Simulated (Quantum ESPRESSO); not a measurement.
# BP under changes of volume

One of the cells (11.682 Å³/atom); the others are scaled copies at fixed shape and fractional positions:

```
CELL_PARAMETERS angstrom
0.00000 2.26900 2.26900
2.26900 0.00000 2.26900
2.26900 2.26900 0.00000
ATOMIC_POSITIONS crystal
P 0.75000 0.75000 0.75000
B 0.00000 0.00000 0.00000
```

- Program: Quantum ESPRESSO 7.5
- Functional: PBE
- Potentials or basis: SSSP 1.3 efficiency PBE
- Cutoff: 748 eV
- Density cutoff: 5987 eV
- k mesh: 10 × 10 × 10
- Occupations: fermi-dirac, width 0.05 eV
- Spin: no spin polarisation

| volume (Å³/atom) | energy over the lowest point (meV/atom) | pressure (GPa) | gap on the mesh (eV) |
| --- | --- | --- | --- |
| 10.981 | ? | ? | ? |
| 11.214 | 13.73 | 8.4 | 1.19 |
| 11.448 | 4.20 | 4.6 | 1.22 |
| 11.682 | 0.00 | 1.1 | 1.25 |
| 11.915 | 0.65 | -2.1 | 1.27 |
| 12.149 | 5.71 | -4.9 | 1.30 |
| 12.383 | 14.79 | -7.6 | 1.32 |

Q: What does the run at 10.981 Å³/atom give?

A: Energy over the lowest point 29.14 meV/atom; pressure 12.6 GPa; gap on the mesh 1.16 eV.

Worked out: A Birch-Murnaghan fit of order 3 (a polynomial in V^(-2/3)) to the other rows has its minimum at 11.76 Å³/atom with B0 = V·E''(V) = 161 GPa and B' = 3.7. It gives 29.06 meV/atom at 10.981 Å³/atom, against the run's 29.14, and -dE/dV = 12.7 GPa, against 12.6. A straight line through the other rows of the gap, of slope 1.31 eV per unit of ln V, extrapolates to 1.16 eV, against the run's 1.16.

Energies are extrapolated to zero smearing.

A mesh can miss the band edges.
